A crystal of tantalum is squeezed in small steps to a smaller volume, then stretched by equal steps to a larger one. The atoms sit in the face-centred cubic (fcc) arrangement throughout. At each volume a density functional calculation gives the energy above the minimum and the pressure needed to hold the crystal there. A negative pressure means that the crystal must be pulled outward.

Fcc Ta, one atom per cell, at volumes scaled from the relaxed cell, computed with Ansatz 0.2.0 (plane-wave PAW, r2SCAN, scalar-relativistic, no spin polarisation). Cutoff 500 eV, k mesh 18×18×18, Gaussian smearing of 0.1 eV. Energies are extrapolated to zero smearing and count from the minimum of a third-order Birch-Murnaghan fit.

| volume per atom (Å³/atom) | energy over minimum (meV/atom) | pressure (GPa) |
| --- | --- | --- |
| 17.509 | 45.9 | 13.70 |
| 18.067 | 10.9 | 6.39 |
| 18.626 | 0.0 | 0.00 |
| 19.185 | 10.0 | -5.58 |
| 19.744 | 38.3 | -10.42 |

The middle row is the crystal at rest. The other rows differ from it by 3 % and 6 % in volume on either side. They are single calculations at a fixed shape. Nothing more is needed, because with one atom in a cubic cell the symmetry leaves only the volume free.

**(a) Does the crystal resist squeezing and stretching equally? Compare the energies and the pressures with those of an ideal spring.**

*Solution.* It does not: squeezing is harder. A compression of 6 % costs 45.9 meV per atom, while a stretch of the same size costs 38.3 meV. The first is about 20 % more than the second. At 3 % the difference has the same direction but is much smaller.

An ideal spring pushes back in proportion to the change in volume, so its pressure doubles when the change goes from 3 % to 6 %. In the table the pressure grows by a factor of 2.14 on the compressed side and by only 1.87 on the stretched side. Someone who measured at 3 % and doubled the result would therefore predict about 7 % too little pressure for the compression. For the stretch the same rule would predict about 7 % too much tension.

The energies and pressures are two views of one curve, because the work done against the pressure is stored as energy. Adding up this work from the three pressures on the compressed side gives 45.6 meV per atom, close to the 45.9 meV in the table. The small remainder comes from the smearing of the electron occupations. The pressures belong to the smeared electrons, whereas the energies in the table have been extrapolated to zero smearing.

The lopsidedness is therefore present in both columns, and it builds up evenly. Between neighbouring rows one can work out the stiffness, meaning the pressure change divided by the relative change in volume. It falls at every step, from 233 GPa at the compressed end to about 170 GPa at the stretched end. No row breaks the pattern, so one smooth cause should account for the whole series.

**(b) Why does the metal become stiffer when squeezed and softer when stretched?**

*Solution.* The volume at rest is a truce between two tendencies. Bonding pulls the atoms together: in tantalum it comes largely from the d electrons, which spread over neighbouring atoms and fill mostly bonding states. Repulsion pushes the atoms apart, because electrons confined to less space gain kinetic energy and the outer electrons must keep clear of the filled inner shells. At the minimum the push and the pull cancel.

They do not change at the same rate, however. The repulsion depends on close contact between the atoms, so it rises more steeply than the bonding as they approach. Under compression the push outgrows the pull, and each further step meets more resistance than the last. Under stretching the push fades first and leaves the pull in charge, but the pull is itself weakening with distance, so the resistance grows by less at each step.

A molecule of two atoms behaves in the same way. Its energy climbs steeply when the atoms are pushed together and more gently when they are drawn apart. The comparison explains the direction of the lopsidedness but not its size, since in a metal each atom has many neighbours and the electrons are shared by the whole crystal.

The calculation does not split the energy into push and pull, so this account rests on theory. It does show one sign of stronger coupling between the atoms. The energy range over which the bands near the Fermi level overlap widens from 4.09 eV at the largest volume to 5.01 eV at the smallest. This growth is close to the inverse fifth power of the distance between atoms, which is the law expected for the width of a d band. The overlap is not the full width of that band, so the agreement supports the picture without proving it.

The same reasoning can be carried to tungsten, the next element in the row. It has one more electron to place in d states that are still mostly bonding, so the same fcc crystal should be more tightly bound and stiffer. Its curve should still lean the same way, because the repulsion remains the steeper of the two tendencies.

**(c) How quickly should the stiffness grow with pressure if d bonding alone supplies the pull? Work out an estimate and compare it with the table.**

*Solution.* Let the energy $E$ at volume $V$ be a repulsion minus an attraction, each following a single power of the volume:

$$E = C\,V^{-n} - A\,V^{-m}, \qquad n > m .$$

Here $C$ and $A$ set the strengths, and $n > m$ says that the repulsion is the steeper term. The pressure $P$ is the downhill slope of the energy:

$$P = -\frac{dE}{dV} = nC\,V^{-n-1} - mA\,V^{-m-1} .$$

At the minimum the two terms are equal; call their common value $p$. The stiffness is $B = -V\,dP/dV$. Each differentiation brings down another factor of $n+1$ or $m+1$, so at the minimum

$$B = (n-m)\,p, \qquad -V\frac{dB}{dV} = \left[(n+1)^2-(m+1)^2\right]p = (n-m)(n+m+2)\,p .$$

Dividing the second result by the first gives the rise of stiffness with pressure:

$$\frac{dB}{dP} = n + m + 2 .$$

The strengths have dropped out, and only the steepness of the two terms matters. No constant has to be adjusted to the table.

For d bonding the attraction follows the band width, hence the inverse fifth power of distance. Volume grows as the cube of distance, so $m = 5/3$. The repulsion must be steeper than this, or there would be no minimum. If it too follows a single power of the volume, the stiffness should rise by more than $2 + 2 \times 5/3 \approx 5.3$ GPa for each GPa of pressure.

The table gives a slower rise. Comparing the stiffness of the outermost steps on the two sides yields about 3.6 GPa per GPa. The estimate has the right sign, but even its lower bound is too large by roughly half of the computed value. At least one assumption must therefore fail for tantalum: either d bonding is not the whole pull, or the two terms are not single powers of the volume.

The first possibility can be explored with the same formula. In a plain electron gas held by positive ions, the kinetic energy follows $V^{-2/3}$ and the electrostatic attraction $V^{-1/3}$, which gives a rise of exactly 3. These gentler powers belong to the widely spread s and p electrons, which tantalum has alongside its d electrons. The computed value lies between the two pictures. That alone does not reveal a mixture, because a sum of several powers need not give a rise between those of its parts.

The second possibility concerns the shape of the terms. Repulsion between filled shells is often described by an exponential of the distance, which climbs less steeply at close range than a power matched to it at the minimum. With such a repulsion the lower bound is no longer strict. If the repulsion is only moderately steeper than the pull, the rise is expected to fall below the bound even when d bonding supplies all of the pull. The pull may also depart from a single power, since compression is known to move electrons from s and p states into d states in metals of this kind. The energies and pressures alone cannot tell these causes apart.

For practical purposes the stiffening is modest at ordinary loads. With a stiffness near 200 GPa at rest, a pressure of 1 GPa changes it by slightly less than 2 %. A constant stiffness is then a fair approximation, and it becomes a poor one only when the volume changes by several per cent.

These figures describe fcc tantalum, whereas the stable metal is body-centred cubic. The calculation kept the cubic symmetry, so the minimum shows only that the crystal resists a uniform change of volume. Fcc tantalum is in fact known from theory to give way when it is squeezed along one cube axis and left free to widen across it, which leads towards the body-centred form. This series never tries that distortion. The printed output after this text lists the stiffness step by step, together with the ratios used above.

Printed output of the fit:

```
energy cost of 6 % compression less that of 6 % stretching, meV/atom: 7.6
energy cost of 6 % compression over that of 6 % stretching: 1.198
energy at 6 % over energy at 3 %, compressed (ideal spring 4): 4.211
energy at 6 % over energy at 3 %, stretched (ideal spring 4): 3.83
pressure at 6 % over pressure at 3 %, compressed (ideal spring 2): 2.144
pressure at 6 % over pressure at 3 %, stretched (ideal spring 2): 1.867
Steps from the row above:
     row  pressure change GPa  stiffness GPa  mean pressure GPa
  18.067                -7.31            233              10.04
  18.626                -6.39          209.7              3.195
  19.185                -5.58          188.7              -2.79
  19.744                -4.84          168.5                 -8
rise of stiffness per GPa of pressure, outer steps compared: 3.574
work of 6 % compression from the pressures, meV/atom: 45.64
work of 6 % stretching from the pressures, meV/atom: 38.06
smeared free energy at 6 % compression above the middle row, meV/atom: 45.66
smeared free energy at 6 % stretching above the middle row, meV/atom: 38.06
band overlap at smallest volume over that at largest: 1.223
power of inverse distance with which the band overlap grows: 5.032
least rise of stiffness per GPa for d bonding with a steeper repulsion: 5.333
rise of stiffness per GPa for electron-gas terms: 3
```
